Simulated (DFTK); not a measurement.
# Te2Mo (P1) in DFTK: single point with PBE

Aim: the single point of Te2Mo with PBE.

Program: DFTK 0.8.2. These are calculated values, not measurements. Logs are shortened: lines on timing, memory, paths and dates and some standing lists are left out, and cuts for length are marked.

## (1) The cell of the first run

The typed cell holds 6 atoms: a = 3.518 Å, b = 3.518 Å, c = 13.974 Å, α = 90.00°, β = 90.00°, γ = 120.00°.

## (2) Single point, PBE (atoms moved at random, drawn with an rms of 0.05 Å)

run.jl reads:

```julia
using DFTK
using PseudoPotentialData
using Unitful, UnitfulAtomic
using LinearAlgebra, Printf
include("save.jl")
disable_threading()

# lattice vectors are the columns
lattice = austrip(1u"Å") * [        3.5182        -1.7591            0.0;
                      0.0   3.0468505756            0.0;
                      0.0            0.0        13.9736]
symbols   = [:Te, :Te, :Te, :Te, :Mo, :Mo]
positions = [[0.682211, 0.350044, 0.379408],
             [0.332617, 0.66864, 0.880128],
             [0.675769, 0.341414, 0.123843],
             [0.34483, 0.674958, 0.623041],
             [0.652829, 0.31865, 0.748888],
             [0.319474, 0.656701, 0.252474]]
pseudopotentials = PseudoFamily("dojo.nc.sr.pbe.v0_4_1.standard.upf")
elements = Dict(s => ElementPsp(s, pseudopotentials) for s in unique(symbols))
atoms    = [elements[s] for s in symbols]

build_model(lattice, positions; symmetries=true) =
    model_DFT(lattice, atoms, positions;
              functionals=PBE(),
              temperature=austrip(0.05u"eV"),
              smearing=Smearing.FermiDirac(),
              symmetries)
Ecut  = 40.0  # hartree
kgrid = [5, 5, 1]
tol   = 1e-6
to_GPa = ustrip(uconvert(u"GPa", 1u"hartree/bohr^3"))

model = build_model(lattice, positions)
basis = PlaneWaveBasis(model; Ecut, kgrid)
display(basis)
scfres = self_consistent_field(basis;
                               tol,
                               nbandsalg=AdaptiveBands(model; n_bands_converge=58))
display(scfres.energies)
@printf "Fermi level: %.6f eV\n" ustrip(auconvert(u"eV", something(scfres.εF, NaN)))
forces = compute_forces_cart(scfres)
println("Forces (eV/Å)")
for (s, f) in zip(symbols, forces)
    @printf "%-3s %12.6f %12.6f %12.6f\n" s ustrip.(auconvert.(u"eV/Å", f))...
end
stress = compute_stresses_cart(scfres)
println("Stress (GPa)")
display(round.(stress * to_GPa; digits=4))
println("Levels at the first k-point (eV): ", round.(ustrip.(auconvert.(u"eV", scfres.eigenvalues[1][1:scfres.n_bands_converge])); digits=4))
save_scf!(scfres; forces, stress)
```

Potentials or basis: dojo.nc.sr.pbe.v0_4_1.standard.upf (PBE).

Run with:

```bash
$ julia --threads=1 run.jl  # save.jl only writes the numbers to a file and isn't shown; printed stress counts tension as positive; times include loading and compiling
```

The program printed:

```text
PlaneWaveBasis discretization:

    Ecut                 : 40.0 Ha
    fft_size             : (40, 40, 160), 256000 total points
    kgrid                : MonkhorstPack([5, 5, 1])
    num.   red. kpoints  : 25
    num. irred. kpoints  : 25

    Discretized Model(gga_x_pbe+gga_c_pbe, 3D):
        lattice (in Bohr)    : [6.64843   , -3.32422  , 0         ]
                               [0         , 5.75771   , 0         ]
                               [0         , 0         , 26.4063   ]
        unit cell volume     : 1010.8 Bohr³

        atoms                : Mo₂Te₄
        pseudopot. family    : PseudoFamily("dojo.nc.sr.pbe.v0_4_1.standard.upf")

        num. electrons       : 92
        spin polarization    : none
        temperature          : 0.0018375 Ha
        smearing             : DFTK.Smearing.FermiDirac()

        terms                : Kinetic()
                               AtomicLocal()
                               AtomicNonlocal()
                               Ewald(nothing)
                               PspCorrection()
                               Hartree()
                               Xc(gga_x_pbe, gga_c_pbe)
                               Entropy()
n     Energy            log10(ΔE)   log10(Δρ)   Diag   Δtime
---   ---------------   ---------   ---------   ----   ------
  1   -559.9076030945                   -0.57    9.0    74.6s
  2   -560.0112120677       -0.98       -0.91    1.6    28.6s
  3   -560.0357533891       -1.61       -1.42    4.1    43.9s
  4   -560.0360982828       -3.46       -1.82    1.0    27.2s
  5   -560.0363115722       -3.67       -2.16    1.3    26.7s
  6   -560.0363513064       -4.40       -2.70    2.3    30.7s
  7   -560.0363541799       -5.54       -3.20    3.2    32.8s
[... 9 lines left out ...]
 17   -560.0363546004      -10.07       -5.91    4.3    35.9s
 18   -560.0363546005      -10.38       -6.28    5.0    37.1s
Energy breakdown (in Ha):
    Kinetic             272.9353899
    AtomicLocal         -428.5107235
    AtomicNonlocal      -100.8653151
    Ewald               -341.0093405
    PspCorrection       16.2750447
    Hartree             140.4542387
    Xc                  -119.3156418
    Entropy             -0.0000070

    total               -560.036354600461
Fermi level: 8.322932 eV
Forces (eV/Å)
Te     -0.458772    -0.593038     0.680845
Te     -0.119569    -0.341515    -0.073503
Te     -0.364273    -0.403198    -0.365100
Te     -0.339893    -0.546783    -0.801346
Mo      0.460145     0.895368     0.886511
Mo      0.822376     0.989202    -0.327609
Stress (GPa)
3×3 StaticArraysCore.SMatrix{3, 3, Float64, 9} with indices SOneTo(3)×SOneTo(3):
 -4.0244  -0.1496  -0.2108
 -0.1496  -3.837   -0.0132
 -0.2108  -0.0132  -5.8256
Levels at the first k-point (eV): [-52.859, -52.8572, -28.7952, -28.7932, -28.7838, -28.7828, -28.7762, -28.7749, -28.763, -28.7617, -28.7392, -28.7296, -28.7279, -28.7222, -28.7185, -28.7164, -28.7105, -28.7103, -28.7035, -28.6963, -28.6953, -28.6796, -27.0329, -27.0282, -26.8861, -26.8797, -26.8732, -26.8694, -5.0996, -4.7962, -4.2043, -3.7234, 2.0784, 3.3463, 4.891, 6.0164, 6.0714, 6.1425, 6.163, 6.6573, 6.7527, 6.9379, 7.12, 7.1301, 7.6359, 8.0332, 10.6555, 10.7084, 11.0117, 11.0381, 11.2331, 11.2507, 11.388, 11.4359, 13.7093, 14.1476, 15.1547, 15.6441]
```

Wall time 13 min (1 thread of Intel Xeon 6975P-C (Granite Rapids), shared host); peak memory 4.1 GiB.

What came out:

```yaml
Free_energy: -15239.3656 eV
Pressure: 4.6 GPa
Largest_force: 1.341 eV/Å
Band_gap_on_the_k_mesh: 0.67 eV, indirect (least direct gap 1.30 eV)
```

Forces in eV/Å, atoms in the order of the input:
```
Te  -0.459 -0.593  0.681
Te  -0.120 -0.342 -0.074
Te  -0.364 -0.403 -0.365
Te  -0.340 -0.547 -0.801
Mo   0.460  0.895  0.887
Mo   0.822  0.989 -0.328
```

Levels at points of the mesh, in eV from the valence-band top:
| k point | band 42 | band 43 | band 44 | band 45 | band 46 | band 47 | band 48 | band 49 | band 50 | band 51 |
| --- | --- | --- | --- | --- | --- | --- | --- | --- | --- | --- |
| (0.00, 0.00, 0.00) | -1.10 | -0.91 | -0.90 | -0.40 | 0.00 | 2.62 | 2.68 | 2.98 | 3.00 | 3.20 |

Caveat: the k mesh is coarse (spacing up to 0.45 Å⁻¹), so the values aren't converged; spin-orbit coupling is left out, which moves the levels of the heavy elements; an odd mesh through Γ misses points on the zone boundary, where band edges often lie.
